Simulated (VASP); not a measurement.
Write the native input for VASP 6.6.1 that does the following.

- Task: dielectric tensor
- Functional: LDA
- Potentials or basis: VASP PAW LDA potentials, release 64 (Li_sv, O)
- Cutoff: 600 eV
- k mesh: 16 × 16 × 16
- Occupations: gaussian, width 0.03 eV
- Spin: no spin polarisation
- Monkhorst-Pack mesh: yes
- Further INCAR settings: ALGO = Fast; EDIFF = 1e-08

The structure of Li2O lies in POSCAR:

```
Li2O                                    
1.0
    0.0000000000      2.2441339782      2.2441339782
    2.2441339782      0.0000000000      2.2441339782
    2.2441339782      2.2441339782      0.0000000000
  Li              O             
     2     1
Direct
     0.2500000000000000    0.2500000000000000    0.2500000000000000
     0.7500000000000000    0.7500000000000000    0.7500000000000000
     0.0000000000000000    0.0000000000000000    1.0000000000000000
```

The input as run:

INCAR

```
ALGO = Fast
EDIFF = 1E-8
ENCUT = 600
GGA = CA
ISIF = 2
ISMEAR = 0
KPAR = 2
LASPH = True
LCHARG = False
LEPSILON = True
LREAL = False
LWAVE = False
NELM = 80
PREC = Accurate
SIGMA = 0.03
```

KPOINTS

```
k-points
0
Monkhorst-Pack
  16 16 16
```

Potentials or basis: VASP PAW LDA potentials, release 64 (Li_sv, O).

Command:

```sh
$ cat potpaw_LDA.64/Li_sv/POTCAR potpaw_LDA.64/O/POTCAR > POTCAR
$ mpirun -np 2 vasp_std > vasp.out
```

Results of the run:

```
Electronic dielectric tensor (diagonal) : 2.91
Born charges (mean of the diagonal)     : Li +0.89; O -1.77 e
```

Run time: 79 min on 2 MPI ranks on AMD EPYC 7R43 64-Core Processor (Zen 3), on a shared host, peak memory 0.69 GiB a rank.
